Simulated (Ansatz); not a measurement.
# Ni: one cell, many SCF starts

Aim: see which self-consistent states Ni reaches from different starts at one fixed geometry, and which of them is lowest. We look at Ni: its deposited structure (space group Fm-3m, primitive cell doubled), with 2 atoms per cell. Source: COD entry 4320498.

Method: DFT r2SCAN, PAW, plane waves, scalar-relativistic, in Ansatz 0.2.0.

### 1 The starting structure

The structure is cubic, space group Fm-3m (No. 225). Conventional cell: a = 3.533 Å, b = 3.533 Å, c = 3.533 Å, α = 90.00°, β = 90.00°, γ = 90.00°. Ni (site symmetry m-3m) has 12 Ni at 2.50 Å as nearest neighbours.

Structure file:

```cif
data_structure
_symmetry_space_group_name_H-M 'P 1'
_symmetry_Int_Tables_number 1
_cell_length_a 4.3275
_cell_length_b 2.4985
_cell_length_c 2.4985
_cell_angle_alpha 90.000
_cell_angle_beta 54.736
_cell_angle_gamma 90.000
_cell_volume 22.06
loop_
_atom_site_label
_atom_site_type_symbol
_atom_site_fract_x
_atom_site_fract_y
_atom_site_fract_z
_atom_site_occupancy
Ni1 Ni 0.00000 0.00000 0.00000 1
Ni2 Ni 0.50000 0.50000 0.00000 1
```

Atoms are counted from 1 in the order of input.yaml (Ni2 and so on).

Planned first: parallel moments, plain SCF; opposed moments +-, plain SCF; no spin polarisation; spin on, no moments given (the program may seed its own), plain SCF. Further starts follow from what these give.

“Plain SCF” means no search for lower states. 

The total moment includes the space between the atomic spheres.

### 2 Parallel moments, plain SCF

File input.yaml:

```yaml
crystal:
  lattice:
    - [-1.76668, -1.76668, -3.53336]
    - [1.76668, -1.76668, 0.0]
    - [-1.76668, -1.76668, 0.0]
  atoms:
    - { symbol: Ni, position: [0.0, 0.0, 0.0], spin: 2.0 }
    - { symbol: Ni, position: [0.5, 0.5, 0.0], spin: 2.0 }
magnetization:
  spin_polarized: true
hamiltonian:
  xc: r2scan
  pseudopotentials: { kind: paw }
basis:
  ecutwfc: 500
kpoints:
  mp_grid: { grid: [8, 11, 13] }
scf:
  occupations: { method: fermi_dirac, width: 0.05 }
  lower_state_search: "off"
output:
  forces: true
  stress: true
```

Launch:

```bash
$ ansatz run input.yaml --threads 2 --pin off --max-ram 5120MiB --backend cpu --events-out ev --progress --plain --runs-dir out
```

The log of the run (excerpt; [...] marks lines left out):

```text
Warning: crystal.symmetry: narrowed to the stabiliser of the k-point mesh — unitary ops 32 → 8; excluded 24 operations that carry a point of the 8×11×13 mesh (shift [0, 0, 0]) off the mesh (the run samples exactly the mesh kpoints.mp_grid names, as under crystal.symmetry.detect: false, [...]
Pseudopotentials: kind: paw
Pseudopotential: Ni, paw, valence charge 18, recommended cutoff 500 eV (meta_gga), Ni.paw.azcp
Functional definition: r2SCAN
[...]
Crystal: 2 atoms, lattice volume = 22.056 Å³
Basis set: ecut = 500 eV, 569 PW (Γ), exchange–correlation on 128×80×80 points (64 copies of the dense FFT grid, shifted against one another)
Bands: 24, of which v1, the nominal top of the filled ones, is band 18 counted from 1 (17 counted from 0)
Symmetry: 8 space group operations
k-points: 318 of 1144
[...]
Starting moments: Σ|m| = 4 μB on 2 of 2 sites
[...]
SCF iter   1: F=-11690.374164 eV  HF=-11689.737475 eV  |F-HF|=6.37e-1  |Δ(HF+E_count)|=         —  Δρ=1.13e-1 (↑9.15e-2 ↓1.13e-1)  dr2=6.31e-2  dr2_τ=3.45e-2  dr2_m=2.10e0  M=2.038 μB ∫|m|=2.334 μB  β_m=0.61  ethr=1.76e-4  ⟨swp⟩=1.6  Hψ=84657  notcnv=0
[...]
spin-set hold released at iteration 1 (the charge has settled, or the pull on large starting moments outlasts its swing): the magnetisation degrees of freedom join the quasi-Newton model from the next iteration; the mixer history was flushed
[...]
SCF iter  15: F=-11690.555394 eV  HF=-11690.555394 eV  |F-HF|=1.89e-7  |Δ(HF+E_count)|=   1.03e-7  Δρ=4.04e-6 (↑3.22e-6 ↓4.04e-6)  dr2=1.37e-9  dr2_τ=3.22e-11  dr2_m=6.80e-10  M=1.525 μB ∫|m|=1.877 μB  ethr=9.73e-11  ⟨swp⟩=4.4  Hψ=53141  notcnv=0
[...]
this state was not tested for a lower state beside it, because the mixer in use, unlike msr1, does not test its closes by its own steps (another_mixer; see scf.mixing.algorithm and scf.lower_state_search)
SCF converged after 15 iterations
Magnetization: 1.5247 μB (18.7624 up, 17.2376 down)
Absolute magnetization: 1.8794 μB (∫|ρ↑−ρ↓|, with the PAW one-centre terms)
Spin contamination: 0.0456 ħ² per cell (⟨S²⟩ above its minimum at these occupations)
Per-site moments (μB) at R_I (Å): [(0.8320966552123469, 1.0306159117539861), (0.8320966552123469, 1.0306159117539861)]
Free energy (F): -11690.555394 eV
[...]
E sigma→0 (E₀):  -11690.544426 eV
Entropy (-TS):   -0.021935 eV (-10.968 meV/atom)
Fermi energy:    17.825612 eV
[...]
--- Forces (eV/Å), atoms counted from 1 ---
  atom   1  Ni     0.00000000    -0.00000000     0.00000000
  atom   2  Ni     0.00000000    -0.00000000     0.00000000
[...]
--- Stress (GPa, compression-positive) ---
       -9.087880      -0.223468       0.046455
       -0.223468      -9.087880       0.046455
        0.046434       0.046434      -9.174647
  P = ⅓ Tr σ = -9.1168 GPa (-91.168 kbar)
```

Wall time 41 s (2 threads of Arm Neoverse V1, shared host); peak memory 0.6 GiB.

End: ferromagnetic, site moments Ni1 0.83, Ni2 0.83 μB, total 1.52 μB per cell, no gap on the k-mesh.

### 3 Opposed moments +-, plain SCF

input.yaml: that of step 2 with these lines changed.

```diff
@@ -7,3 +7,3 @@
     - { symbol: Ni, position: [0.0, 0.0, 0.0], spin: 2.0 }
-    - { symbol: Ni, position: [0.5, 0.5, 0.0], spin: 2.0 }
+    - { symbol: Ni, position: [0.5, 0.5, 0.0], spin: -2.0 }
 magnetization:
@@ -23 +23,5 @@
   stress: true
+  write_density: true
+  write_potential: true
+  elf: true
+  volumetric_format: npy
```

Launch:

```bash
$ ansatz run input.yaml --threads 2 --pin off --max-ram 5120MiB --backend cpu --events-out ev --progress --plain --runs-dir out
```

The log of the run:

```text
Warning: crystal.symmetry: narrowed to the stabiliser of the k-point mesh — unitary ops 16 → 4; excluded 12 operations that carry a point of the 8×11×13 mesh (shift [0, 0, 0]) off the mesh (the run samples exactly the mesh kpoints.mp_grid names, as under crystal.symmetry.detect: false, and its converged state has the mesh's symmetry, not the crystal's; ε∞, the Born charges and the force constants of a linear response (`dielectric:` by the response, `phonons.method: dfpt`) are averaged over those of the crystal's operations that the state keeps within a tolerance, where `mesh_tensors`, `unaveraged_element` or `gamma_mean_max_change_ev_ang2` stands beside them; a row that `dielectric.field_direction` solves alone is averaged likewise, with nothing beside; a Γ-centred mesh of equal divisions is mapped onto itself by every operation and keeps the whole group, as does a half-shifted one under kpoints.further_shifts: images)
[... 12 lines as in an earlier run ...]
Symmetry: 4 space group operations
[... 6 lines as in an earlier run ...]
Starting moments: Σ|m| = 4 μB on 2 of 2 sites
[... 2 lines as in an earlier run ...]
spin-down is spin-up translated by (0.5, 0.5, 0): one eigenproblem is solved per k-point and the antiferromagnetic symmetry of the starting moments is kept exactly by this SCF (crystal.symmetry.spin_inversion_symmetry: false solves both channels; [...]
iter 1 solved again at ethr=4.07e-4 eV; its pass at ethr=3.10e-3 eV (dr2=1.46e-1 eV) is discarded
SCF iter   1: F=-11689.868472 eV  HF=-11689.245867 eV  |F-HF|=6.23e-1  |Δ(HF+E_count)|=         —  Δρ=1.22e-1 (↑1.22e-1 ↓1.22e-1)  dr2=1.46e-1  dr2_τ=3.68e-2  dr2_m=2.91e0  M=0.000 μB ∫|m|=2.086 μB  β_m=0.30  ethr=4.07e-4  ⟨swp⟩=1.3  Hψ=42622  notcnv=0
Mixer restart at iter 1: flushing history
preconditioner: auto → none  [metal: Δε(μ)=0.001 eV  Ē_g=12.151 eV  σ=0.050 eV  W_gap=0.01  n_scr=6 (ndim 8)  ℏωp=35.4 eV  f_vac=0.000  D(μ)=6.14/eV (n_scr^D=122)  sad-step TF]
[... 1 line as in an earlier run ...]
SCF iter   2: F=-11690.001118 eV  HF=-11689.674142 eV  |F-HF|=3.27e-1  |Δ(HF+E_count)|=   4.28e-1  Δρ=1.03e-1 (↑1.03e-1 ↓1.03e-1)  dr2=1.08e-1  dr2_τ=8.09e-3  dr2_m=2.07e0  M=0.000 μB ∫|m|=1.867 μB  β_m=0.30  ethr=4.06e-4  ⟨swp⟩=3.3  Hψ=15992  notcnv=0  κ⁻¹=1.0e0(r=1)
SCF iter   3: F=-11690.154709 eV  HF=-11690.298578 eV  |F-HF|=1.44e-1  |Δ(HF+E_count)|=   6.24e-1  Δρ=3.27e-2 (↑3.27e-2 ↓3.27e-2)  dr2=1.71e-1  dr2_τ=1.53e-3  dr2_m=9.96e-2  M=0.000 μB ∫|m|=0.860 μB  β_m=0.30  ethr=2.99e-4  ⟨swp⟩=3.7  Hψ=20641  notcnv=0  defer=288  κ⁻¹=1.2e-2(r=2)
SCF iter   4: F=-11690.297272 eV  HF=-11690.271852 eV  |F-HF|=2.54e-2  |Δ(HF+E_count)|=   2.67e-2  Δρ=2.00e-2 (↑2.00e-2 ↓2.00e-2)  dr2=1.84e-2  dr2_τ=8.95e-4  dr2_m=5.51e-2  M=0.000 μB ∫|m|=0.762 μB  β_m=0.30  ethr=2.99e-4  ⟨swp⟩=3.4  Hψ=16230  notcnv=0  defer=296  κ⁻¹=5.6e-3(r=3)
SCF iter   5: F=-11690.317782 eV  HF=-11690.290216 eV  |F-HF|=2.76e-2  |Δ(HF+E_count)|=   1.84e-2  Δρ=7.48e-3 (↑7.48e-3 ↓7.48e-3)  dr2=3.64e-3  dr2_τ=2.04e-4  dr2_m=6.36e-3  M=0.000 μB ∫|m|=0.568 μB  β_m=0.30  ethr=5.10e-5  ⟨swp⟩=2.9  Hψ=15805  notcnv=0  defer=297  κ⁻¹=2.8e-3(r=4)
SCF iter   6: F=-11690.324820 eV  HF=-11690.314837 eV  |F-HF|=9.98e-3  |Δ(HF+E_count)|=   2.46e-2  Δρ=4.19e-3 (↑4.19e-3 ↓4.19e-3)  dr2=2.40e-3  dr2_τ=1.68e-5  dr2_m=2.01e-3  M=0.000 μB ∫|m|=0.536 μB  β_m=0.30  ethr=1.01e-5  ⟨swp⟩=2.2  Hψ=16981  notcnv=0  defer=301  κ⁻¹=1.3e-4(r=5)
SCF iter   7: F=-11690.327074 eV  HF=-11690.325981 eV  |F-HF|=1.09e-3  |Δ(HF+E_count)|=   1.11e-2  Δρ=2.48e-3 (↑2.48e-3 ↓2.48e-3)  dr2=1.28e-3  dr2_τ=1.28e-5  dr2_m=4.97e-4  M=0.000 μB ∫|m|=0.574 μB  β_m=0.30  ethr=6.66e-6  ⟨swp⟩=2.0  Hψ=16098  notcnv=0  defer=301  κ⁻¹=5.1e-5(r=6)
SCF iter   8: F=-11690.327874 eV  HF=-11690.327555 eV  |F-HF|=3.19e-4  |Δ(HF+E_count)|=   1.57e-3  Δρ=7.88e-4 (↑7.88e-4 ↓7.88e-4)  dr2=3.56e-5  dr2_τ=3.82e-6  dr2_m=7.55e-5  M=0.000 μB ∫|m|=0.587 μB  β_m=0.30  ethr=3.56e-6  ⟨swp⟩=2.0  Hψ=16044  notcnv=0  defer=302  κ⁻¹=1.2e-5(r=7)
[... 23 lines left out ...]
SCF iter  32: F=-11690.328871 eV  HF=-11690.328865 eV  |F-HF|=6.01e-6  |Δ(HF+E_count)|=   1.40e-4  Δρ=3.67e-4 (↑3.67e-4 ↓3.67e-4)  dr2=1.03e-5  dr2_τ=1.64e-7  dr2_m=1.38e-5  M=0.000 μB ∫|m|=0.631 μB  β_m=0.30  ethr=7.33e-10  ⟨swp⟩=4.1  Hψ=22735  notcnv=0  defer=234  κ⁻¹=1.8e-5(r=8)
SCF iter  33: F=-11690.328543 eV  HF=-11690.328540 eV  |F-HF|=3.51e-6  |Δ(HF+E_count)|=   3.26e-4  Δρ=1.15e-4 (↑1.15e-4 ↓1.15e-4)  dr2=1.96e-7  dr2_τ=1.16e-8  dr2_m=2.37e-6  M=0.000 μB ∫|m|=0.604 μB  ethr=7.33e-10  ⟨swp⟩=5.3  Hψ=48948  notcnv=0
Mixer restart at iter 33: flushing history
iteration 33: the SCF's residuals had fallen too slowly under its mixing. It goes on by minimising its free energy, and can end on another state than longer mixing would; under `scf.algorithm: density_mixing` no SCF does so, but by `scf.convergence.dm_fallback`
SCF iter  34: F=-11690.328699 eV  HF=-11690.328694 eV  |F-HF|=4.48e-6  |Δ(HF+E_count)|=   1.54e-4  Δρ=9.72e-5 (↑9.72e-5 ↓9.72e-5)  dr2=4.31e-7  dr2_τ=8.47e-8  dr2_m=1.65e-6  M=0.000 μB ∫|m|=0.616 μB  ethr=5.45e-10  ⟨swp⟩=4.8  Hψ=58696  notcnv=0
SCF iter  35: F=-11690.328998 eV  HF=-11690.328998 eV  |F-HF|=2.55e-7  |Δ(HF+E_count)|=   3.04e-4  Δρ=3.40e-5 (↑3.40e-5 ↓3.40e-5)  dr2=1.52e-7  dr2_τ=1.88e-8  dr2_m=1.27e-7  M=0.000 μB ∫|m|=0.654 μB  ethr=5.45e-10  ⟨swp⟩=5.4  Hψ=42259  notcnv=0
SCF iter  36: F=-11690.328998 eV  HF=-11690.328998 eV  |F-HF|=8.77e-9  |Δ(HF+E_count)|=   2.10e-7  Δρ=1.78e-5 (↑1.78e-5 ↓1.78e-5)  dr2=4.61e-8  dr2_τ=5.26e-10  dr2_m=2.96e-8  M=0.000 μB ∫|m|=0.654 μB  ethr=2.78e-10  ⟨swp⟩=8.1  Hψ=59300  notcnv=0
SCF iter  37: F=-11690.328998 eV  HF=-11690.328998 eV  |F-HF|=1.97e-8  |Δ(HF+E_count)|=   1.26e-8  Δρ=7.79e-6 (↑7.79e-6 ↓7.79e-6)  dr2=1.76e-8  dr2_τ=4.16e-11  dr2_m=4.23e-9  M=0.000 μB ∫|m|=0.654 μB  ethr=1.28e-10  ⟨swp⟩=7.3  Hψ=51245  notcnv=0
SCF iter  38: F=-11690.328998 eV  HF=-11690.328998 eV  |F-HF|=1.02e-10  |Δ(HF+E_count)|=   2.47e-9  Δρ=3.27e-6 (↑3.27e-6 ↓3.27e-6)  dr2=5.31e-10  dr2_τ=9.03e-12  dr2_m=1.55e-9  M=0.000 μB ∫|m|=0.654 μB  ethr=4.89e-11  ⟨swp⟩=6.7  Hψ=47456  notcnv=0
SCF iter  39: F=-11690.328998 eV  HF=-11690.328998 eV  |F-HF|=1.09e-11  |Δ(HF+E_count)|=  7.37e-10  Δρ=2.92e-7 (↑2.92e-7 ↓2.92e-7)  dr2=5.50e-12  dr2_τ=2.10e-13  dr2_m=1.06e-11  M=0.000 μB ∫|m|=0.655 μB  ethr=1.48e-12  ⟨swp⟩=5.6  Hψ=43975  notcnv=0
SCF iter  40: F=-11690.328998 eV  HF=-11690.328998 eV  |F-HF|=9.09e-12  |Δ(HF+E_count)|=    0.00e0  Δρ=2.92e-7 (↑2.92e-7 ↓2.92e-7)  dr2=5.50e-12  dr2_τ=2.10e-13  dr2_m=1.06e-11  M=0.000 μB ∫|m|=0.655 μB  ethr=1.00e-12  ⟨swp⟩=5.7  Hψ=43649  notcnv=0
SCF 1 converged in 40 iterations: F = -11690.328998 eV  dr2 = 5.50e-12
SCF converged after 40 iterations
Stability not told: the lowest value that the SCF's own minimisation read on its close, 7.1e-2 (residual 1.5e-3), is positive but too near zero to vouch for directions that it does not look along: no lower mode is shown, and none is ruled out
Magnetization: 0.0000 μB (18.0000 up, 18.0000 down)
Absolute magnetization: 0.6711 μB (∫|ρ↑−ρ↓|, with the PAW one-centre terms)
Spin contamination: 0.3271 ħ² per cell (⟨S²⟩ above its minimum at these occupations)
Per-site moments (μB) at R_I (Å): [(0.30771409634924385, 1.0306159117539861), (-0.30771409634924385, 1.0306159117539861)]
Free energy (F): -11690.328998 eV
Harris-Foulkes:  -11690.328998 eV  (|F-HF|=9.09e-12)
Internal energy: -11690.293873 eV  (E = F + TS)
E sigma→0 (E₀):  -11690.311436 eV
Entropy (-TS):   -0.035125 eV (-17.562 meV/atom)
Fermi energy:    17.501423 eV
--- Per-component energies (eV) ---
  E_band       = -628.155382
  E_kinetic    = 563.569994
  E_local      = -6935.651298  (includes V_loc(G=0)·N_el)
  E_nonlocal   = 1282.527881
  E_hartree    = 2900.460433
  E_xc         = -156.782494
  E_vxc        = -232.654150  (∫ρ·V_xc dr)
  E_paw        = -3289.919336  (= ΣΔE_a)
  E_vpaw       = -1124.075200  (= ΣTr[D̂ρ^β])
  E_aug_tail   = 0.000448  (compensation charges beyond the density's cutoff)
  E_vtau       = 17.205963  (kinetic-family band-sum trace: ∫τ·v_τ [+ j·A + Jᵃ·Aᵃ] dr)
  E_ewald      = -6053.899363
  E_core_change = -0.600137  (= ΣΔE_core)
  E_smearing   = -0.035125  (= −TS)
  E_closure    = 0.000000  (closes the sum)
  Σ components = -11690.328998   (vs F -11690.328998, Δ=0.00e0)
--- Forces (eV/Å), atoms counted from 1 ---
  atom   1  Ni    -0.00000000     0.00000000     0.00000000
  atom   2  Ni     0.00000000    -0.00000000     0.00000000
  max |Σ_I F_I| component: 5.05e-29 eV/Å
--- Stress (GPa, compression-positive) ---
      -10.697067      -1.205055       0.010113
       -1.205055     -10.697067       0.010113
        0.010114       0.010114     -10.412393
  P = ⅓ Tr σ = -10.6022 GPa (-106.022 kbar)
--- Band table (eV; the first three rows and the last of 636) ---
  k-point 0 ↑: bands = ["-89.4174", "-88.9225", "-48.3192", "-48.3105", "-48.2646", "-47.8645", "-47.8072", "-47.7101", "8.2607", "13.0181", "13.6323", "15.5395", "15.5490", "15.6603", "16.5889", "16.6103", "17.3259", "17.5864", "17.7442", "20.0526", "27.1722", "32.9627", "32.9642", "37.7131"]
  k-point 1 ↑: bands = ["-89.4166", "-88.9219", "-48.3161", "-48.3097", "-48.2709", "-47.8667", "-47.8142", "-47.7099", "8.4992", "13.1044", "13.7053", "15.5056", "15.5872", "15.6888", "16.5665", "16.5922", "17.1583", "17.2402", "17.6932", "20.1716", "27.7761", "31.5580", "33.3257", "38.5374"]
  k-point 2 ↑: bands = ["-89.4146", "-88.9204", "-48.3096", "-48.3074", "-48.2880", "-47.8718", "-47.8322", "-47.7091", "9.1952", "13.3451", "13.9015", "15.3595", "15.6854", "15.7726", "16.3011", "16.5303", "16.5888", "16.9681", "17.6200", "20.2706", "28.9087", "29.7080", "34.3577", "37.4729"]
  k-point 317 ↓: bands = ["-89.3951", "-88.9017", "-48.4148", "-48.3688", "-48.2734", "-47.9059", "-47.8677", "-47.8085", "13.0367", "13.0864", "13.5604", "13.8788", "16.9749", "17.2039", "17.3225", "17.4011", "17.7632", "17.9799", "19.6533", "20.4527", "27.2002", "27.8293", "31.9376", "32.9419"]
```

Wall time 2.5 min (2 threads of Arm Neoverse V1, shared host); peak memory 0.93 GiB.

End: antiferromagnetic (magnetic neighbours of Ni1 with a moment over 0.3 of its own that point the other way: 8 of 12 at 2.50 Å, 0 of 6 at 3.53 Å), site moments Ni1 0.31, Ni2 -0.31 μB, total 0.00 μB per cell, no gap on the k-mesh. Against step 2, the lowest until now, it is 113 meV/atom higher.

Axes a, b and c in the maps are those of this run's conventional cell (a, b, c = 3.533, 3.533, 3.533 Å).

Density in a lattice plane of the grid's cell (edges 3.53 and 3.53 Å, at 0.000 of the third edge), which holds Ni. It is the smooth density of the valence electrons, not physical close to the nuclei.

Ten even steps from '0' (0.17 e/Å³) to '9' (60.75 e/Å³):
```
753100000000000000000135
321000000000000000000012
110000000000000000000001
000000000000000000000000
000000000000000000000000
000000000000000000000000
000000000001110000000000
000000000012321000000000
000000000135753100000000
000000000247974200000000
000000000135753100000000
000000000012321000000000
000000000001110000000000
000000000000000000000000
000000000000000000000000
000000000000000000000000
110000000000000000000001
321000000000000000000012
753100000000000000000135
974200000000000000000247
```
Columns run along the first of these edges and rows up along the second, over one cell in 24 and 20 even steps from the bottom left corner. Atoms in the plane (fractional): Ni at (0.00, 0.00), Ni at (0.50, 0.50).

Spin density (up less down) in a lattice plane of the grid's cell (edges 3.53 and 3.53 Å, at 0.000 of the third edge), which holds Ni.

Values in e/Å³, 12 rows by 12 columns:
```
 0.47  0.24  0.01  0.00  0.00  0.00  0.00  0.00  0.00  0.00  0.01  0.24
 0.06  0.04  0.01  0.00  0.00  0.00  0.00  0.00  0.00  0.00  0.01  0.04
 0.01  0.01  0.00  0.00  0.00 -0.01 -0.01 -0.01  0.00  0.00  0.00  0.01
 0.00  0.00  0.00  0.00 -0.01 -0.04 -0.07 -0.04 -0.01  0.00  0.00  0.00
 0.00  0.00  0.00  0.00 -0.01 -0.23 -0.49 -0.24 -0.01  0.00  0.00  0.00
 0.00  0.00  0.00  0.00  0.00 -0.56 -1.21 -0.56  0.00  0.00  0.00  0.00
 0.00  0.00  0.00  0.00 -0.01 -0.24 -0.49 -0.23 -0.01  0.00  0.00  0.00
 0.00  0.00  0.00  0.00 -0.01 -0.04 -0.07 -0.04 -0.01  0.00  0.00  0.00
 0.01  0.01  0.00  0.00  0.00 -0.01 -0.01 -0.01  0.00  0.00  0.00  0.01
 0.06  0.04  0.01  0.00  0.00  0.00  0.00  0.00  0.00  0.00  0.01  0.04
 0.47  0.24  0.01  0.00  0.00  0.00  0.00  0.00  0.00  0.00  0.01  0.24
 1.27  0.57 -0.01  0.00  0.00  0.00  0.00  0.00  0.00  0.00 -0.01  0.57
```
Columns run along the first of these edges and rows up along the second, over one cell in 12 and 12 even steps from the bottom left corner. Atoms in the plane (fractional): Ni at (0.00, 0.00), Ni at (0.50, 0.50).

### 4 No spin polarisation

File input.yaml:

```yaml
crystal:
  lattice:
    - [-1.76668, -1.76668, -3.53336]
    - [1.76668, -1.76668, 0.0]
    - [-1.76668, -1.76668, 0.0]
  atoms:
    - { symbol: Ni, position: [0.0, 0.0, 0.0] }
    - { symbol: Ni, position: [0.5, 0.5, 0.0] }
hamiltonian:
  xc: r2scan
  pseudopotentials: { kind: paw }
basis:
  ecutwfc: 500
kpoints:
  mp_grid: { grid: [8, 11, 13] }
scf:
  occupations: { method: fermi_dirac, width: 0.05 }
  lower_state_search: "off"
output:
  forces: true
  stress: true
```

Launch:

```bash
$ ansatz run input.yaml --threads 2 --pin off --max-ram 5120MiB --backend cpu --events-out ev --progress --plain --runs-dir out
```

The log of the run (excerpt; [...] marks lines left out):

```text
[... 12 lines as in an earlier run ...]
Bands: 22, of which v1, the nominal top of the filled ones, is band 18 counted from 1 (17 counted from 0)
[... 6 lines as in an earlier run ...]
[...]
[... 2 lines as in an earlier run ...]
SCF iter   1: F=-11690.288691 eV  HF=-11690.208681 eV  |F-HF|=8.00e-2  |Δ(HF+E_count)|=         —  Δρ=2.01e-2  dr2=4.82e-2  dr2_τ=5.76e-2  ethr=1.77e-3  ⟨swp⟩=5.6  Hψ=28299  notcnv=0
[...]
SCF iter   9: F=-11690.306391 eV  HF=-11690.306391 eV  |F-HF|=2.71e-10  |Δ(HF+E_count)|=   2.10e-8  Δρ=2.41e-6  dr2=5.50e-10  dr2_τ=1.88e-11  ethr=2.78e-10  ⟨swp⟩=5.1  Hψ=30297  notcnv=0
[...]
SCF converged after 9 iterations
Free energy (F): -11690.306391 eV
[...]
E sigma→0 (E₀):  -11690.278358 eV
Entropy (-TS):   -0.056066 eV (-28.033 meV/atom)
Fermi energy:    17.429472 eV
[...]
--- Forces (eV/Å), atoms counted from 1 ---
  atom   1  Ni     0.00000000    -0.00000000     0.00000000
  atom   2  Ni     0.00000000    -0.00000000     0.00000000
[...]
--- Stress (GPa, compression-positive) ---
      -11.789920      -0.152407      -0.010111
       -0.152407     -11.789920      -0.010111
       -0.010111      -0.010111     -11.854030
  P = ⅓ Tr σ = -11.8113 GPa (-118.113 kbar)
```

Run time: 12 s. Hardware: 2 threads of Arm Neoverse V1, shared host; peak memory 0.47 GiB.

End: non-magnetic (no spin polarisation), no gap on the k-mesh. It lies 125 meV/atom above the lowest state so far (step 2).

### 5 Spin on, no moments given (the program may seed its own), plain SCF

input.yaml: that of step 4 with these lines changed.

```diff
@@ -21 +21,3 @@
   stress: true
+magnetization:
+  spin_polarized: true
```

Launch:

```bash
$ ansatz run input.yaml --threads 2 --pin off --max-ram 5120MiB --backend cpu --events-out ev --progress --plain --runs-dir out
```

The log of the run (excerpt; [...] marks lines left out):

```text
[... 1 line as in an earlier run ...]
band count auto-derived: 24 (N_el = 36.0; filled up to band 18; 22 by the electrons, moments and atoms)
[... 21 lines as in an earlier run ...]
[...]
SCF iter   1: F=-11689.947160 eV  HF=-11688.877473 eV  |F-HF|=1.07e0  |Δ(HF+E_count)|=         —  Δρ=1.84e-1 (↑1.84e-1 ↓1.65e-1)  dr2=4.65e-2  dr2_τ=4.32e-2  dr2_m=6.16e0  M=2.490 μB ∫|m|=2.490 μB  ethr=1.03e-3  ⟨swp⟩=1.1  Hψ=42182  notcnv=0
[...]
SCF iter  11: F=-11690.555394 eV  HF=-11690.555394 eV  |F-HF|=4.60e-9  |Δ(HF+E_count)|=   1.06e-7  Δρ=1.27e-5 (↑3.45e-6 ↓1.27e-5)  dr2=2.07e-8  dr2_τ=1.17e-10  dr2_m=8.35e-9  M=1.524 μB ∫|m|=1.877 μB  ethr=2.78e-10  ⟨swp⟩=4.0  Hψ=67406  notcnv=0
[...]
SCF converged after 11 iterations
Magnetization: 1.5244 μB (18.7622 up, 17.2378 down)
Absolute magnetization: 1.8791 μB (∫|ρ↑−ρ↓|, with the PAW one-centre terms)
Spin contamination: 0.0455 ħ² per cell (⟨S²⟩ above its minimum at these occupations)
Per-site moments (μB) at R_I (Å): [(0.8319583299594598, 1.0306159117539861), (0.8319583299594598, 1.0306159117539861)]
Free energy (F): -11690.555394 eV
[...]
E sigma→0 (E₀):  -11690.544424 eV
Entropy (-TS):   -0.021940 eV (-10.970 meV/atom)
Fermi energy:    17.825445 eV
[... 26 lines left out: energy terms, forces, stress ...]
```

Wall time 32 s (2 threads of Arm Neoverse V1, shared host); peak memory 0.61 GiB.

Nothing new: the 11 iterations lead to the state found in step 2 (ferromagnetic).

(Part 1 of 2 ends here.)
